# Lead monoxide: a step across the layers

Tetragonal PbO is a stack of sheets. In each sheet a plane of oxygen lies between two planes of lead, and the lead lone pairs point into the gap between sheets. The question for this page is how far electron levels change when the wave gains a phase from one sheet to the next. In a single isolated sheet, or a stack of sheets that ignore each other, they would not change at all.

ABINIT 10.8.3 plane-wave DFT levels of tetragonal PbO (P4/nmm), with the LDA functional and JTH PAW LDA v2.0 sp datasets, without spin polarisation or spin-orbit coupling. The k mesh is 7x7x6, the wave cutoff 625.862 eV and the Fermi-Dirac smearing width 0.05 eV. Levels are counted from the valence top on this mesh.

| point a (reciprocal cell vector) | point b (reciprocal cell vector) | point c (reciprocal cell vector) | level under 2 (eV) | level under 1 (eV) | level over 1 (eV) | level over 2 (eV) |
| --- | --- | --- | --- | --- | --- | --- |
| 0.0000 | 0.0000 | 0.0000 | -1.470 | -0.013 | 2.286 | 5.385 |
| 0.2857 | 0.0000 | 0.0000 | -1.906 | -0.339 | 3.327 | 3.573 |
| 0.4286 | 0.0000 | 0.0000 | -1.920 | -1.198 | 3.207 | 3.445 |
| 0.1429 | 0.1429 | 0.0000 | -1.242 | -0.039 | 3.214 | 4.207 |
| 0.4286 | 0.4286 | 0.0000 | -1.126 | -0.842 | 1.339 | 1.417 |
| 0.0000 | 0.0000 | 0.3333 | ? | ? | ? | ? |
| 0.4286 | 0.0000 | 0.5000 | ? | ? | ? | ? |

Points a, b and c are fractions of the reciprocal cell vectors, and c carries the phase between sheets. "Level under 1" is the highest filled level and "level over 1" the lowest empty one, both counted from the valence top. The five known points have c = 0, and among them the lowest empty level already varies by about 2 eV. For independent sheets, each open row would copy the known row with the same a and b.

## A model for the empty levels

The lowest empty levels of PbO are mainly Pb 6p by standard chemistry; the table has no orbital weights to confirm it. The lead atoms by themselves form a nearly face-centred cubic net, with neighbours across the gap about as close as those within a sheet. I therefore let p orbitals hop between nearest lead neighbours only, end-on with strength 1 and side-on with the usual rough strength of −1/4. This gives each point a shape factor $f$, and the energy is $E = A + Bf$, with $A$ and $B$ fitted to the five known rows.

On the line (0,0,c) the lowest level belongs to p orbitals that point along the stack. Four neighbours in the same plane add $4\times(-1/4) = -1$. Eight neighbours in the planes above and below have half end-on and half side-on character, so they contribute $8\times(1-1/4)/2 = 3$. In the bonding combination this enters as $-3\cos\pi c$:

$$f = -1 - 3\cos\pi c .$$

At the zone centre $f = -4$; at c = 1/3 it is −2.5. The withheld level then follows as $5.441 - 0.8933\times 2.5 \approx 3.2$ eV. In this picture the added phase weakens the bonding, so the level rises.

At (3/7,0,1/2) the same net argues for a fall. A p orbital lying in the plane meets an upright one on a neighbour obliquely. The contributions from above and below cancel at c = 0 and add at c = 1/2, and this mixing pushes the lower level down. The model gives 1.15 eV, which is impossible: the gap on this mesh is 1.339 eV, and no empty level on it can lie lower. I raise the forecast to 1.8 eV for that reason.

The known rows also carry a warning. The model puts the zone centre slightly below (3/7,3/7,0), whereas the calculation puts it 0.95 eV above. A net without oxygen misses something large, so the ranges are wide.

## Forecasts

- Lowest empty level at (0,0,1/3): 3.2 eV, range 2.5 to 3.9.
- Lowest empty level at (3/7,0,1/2): 1.8 eV, range 1.34 to 2.6.
- Highest filled level at (0,0,1/3): −0.61 eV, range −1.1 to −0.1. Lone pairs that meet in an antibonding way across the gap are relieved by the phase; the full band width of 0.8 eV is a rough guess.
- Highest filled level at (3/7,0,1/2): −1.38 eV, with a range of a little under half an eV to either side, so that its upper end is −0.9 eV. The two top filled levels are taken to close half their distance about a fixed centre.
- Distance between the two lowest empty levels at (3/7,0,1/2): 0.1 eV, range 0 to 0.3. Without spin-orbit coupling, the crystal's screw axis and time reversal make all bands meet in pairs at a = 1/2, which is close by.

## The computed values

The withheld rows as computed:

| point a (reciprocal cell vector) | point b (reciprocal cell vector) | point c (reciprocal cell vector) | level under 2 (eV) | level under 1 (eV) | level over 1 (eV) | level over 2 (eV) |
| --- | --- | --- | --- | --- | --- | --- |
| 0.0000 | 0.0000 | 0.3333 | -1.493 | -0.553 | 1.834 | 4.112 |
| 0.4286 | 0.0000 | 0.5000 | -0.939 | -0.869 | 2.723 | 3.342 |

Only one of the five forecasts holds: the highest filled level at (0,0,1/3), within 0.1 eV. It agrees with the lone-pair argument, but one point and a guessed width are thin support.

The lowest empty level at (0,0,1/3) is a plain failure. It falls by 0.45 eV from the zone centre, where the model had it rise. At (3/7,0,1/2) the level does fall, by 0.48 eV, but the model wanted more than four times that, and even the raised forecast is 0.92 eV too low. Since the level falls at both points, the correct direction at the second is no evidence for the mixing I invoked.

Copying the in-plane neighbour would have been about three times closer than the fitted model for both empty levels. The printed analysis below gives the fit and its misses. The lead net made the coupling between sheets far too important at one point and gave it the wrong direction at the other.

The pair forecast failed through a faulty inference. Symmetry makes the two levels meet on the face a = 1/2, but it does not say how fast they separate away from it. At a = 3/7 they are 0.24 eV apart for c = 0 and 0.62 eV apart for c = 1/2. The highest filled level there also rose, by 0.33 eV; a pair that closes about a fixed centre can only lower its upper member, so that assumption was wrong too, and the forecast came out 0.51 eV too low, just outside its range.

## What the step across the layers does

The sheets are coupled. On both steps the highest filled and the lowest empty level move by roughly 0.3 to 0.5 eV. Levels further from the gap can move more: the second empty level falls by 1.27 eV from the zone centre to (0,0,1/3), and the second filled level rises by 0.98 eV from (3/7,0,0) to (3/7,0,1/2). The direct gap can hide this. From the zone centre to (0,0,1/3) both edges fall together, and the gap between them changes only from $2.286 + 0.013 = 2.299$ eV to 2.387 eV. From (3/7,0,0) to (3/7,0,1/2) the edges approach each other, and the gap shrinks by $0.484 + 0.329 = 0.813$ eV. A nearly constant direct gap is therefore no sign of independent sheets; the two edges have to be followed separately. LDA usually makes gaps too small, so the distance between filled and empty levels deserves less trust. Spin-orbit coupling, left out here, is strong in Pb 6p and can act differently at each point, so it may change the shifts of the empty levels as well.

The open question is why the empty level falls at (0,0,1/3). My guess is oxygen. Let $t_s$ be the link between upright p orbitals through a sheet and $t_g$ the link across the gap; the lower level then lies at

$$E_0 - \sqrt{t_s^2 + t_g^2 + 2t_st_g\cos 2\pi c}.$$

With links of equal sign, as in the bare lead net, it rises away from c = 0. If the oxygen plane reverses the sign of $t_s$, it falls. The partner level, with a plus sign before the root, would then rise by the same amount, whereas the second empty level in the table falls. The two printed levels therefore cannot be this pair with a fixed $E_0$, and the formula is at best a sketch for the lower one. The table does settle one point. On the line (0,0,c) the fourfold axis makes p orbitals that lie in the plane come in pairs of equal energy. The lowest empty level is single at both points, so lying p orbitals cannot form it. Orbital weights at (0,0,0) and (0,0,1/3) would show how much of it is upright lead p and how much is lead s or oxygen, which is the first thing to check.

Numerical output:

```
fit of level_over_1 on 5 rows: constant 5.441 +/- 1.2, coefficient of shape 0.8933 +/- 0.37; rms 0.449, worst 0.4286 0.75, leave-one-out rms 0.738
  rows outside the fit (model, value, miss): 0.0 3.207, 1.834, 1.37; 0.4286 1.151, 2.723, -1.57
Pb net model of the lowest empty level:
     row  shape factor  model in eV  computed in eV
     0.0            -4        1.868           2.286
  0.2857        -2.259        3.423           3.327
  0.4286        -2.413        3.285           3.207
  0.1429        -3.058        2.709           3.214
  0.4286        -3.753        2.089           1.339
     0.0          -2.5        3.207           1.834
  0.4286        -4.802        1.151           2.723
lowest empty level at seventh point, final forecast, eV: 1.8
lowest empty level at seventh point, forecast less computed, eV: -0.923
highest filled level at sixth point, forecast, eV: -0.613
highest filled level at sixth point, forecast less computed, eV: -0.06
highest filled level at seventh point, forecast, eV: -1.378
highest filled level at seventh point, forecast less computed, eV: -0.5095
splitting of the two empty levels at third point, eV: 0.238
splitting of the two empty levels at fifth point, eV: 0.078
splitting of the two empty levels at seventh point, computed, eV: 0.619
lowest empty level, sixth point less first, computed, eV: -0.452
lowest empty level, seventh point less third, computed, eV: -0.484
highest filled level, sixth point less first, computed, eV: -0.54
highest filled level, seventh point less third, computed, eV: 0.329
lowest empty level, first point less fifth, computed, eV: 0.947
lowest empty level, first point less fifth, model, eV: -0.221
direct gap at sixth point, computed, eV: 2.387
direct gap at seventh point, computed, eV: 3.592
```
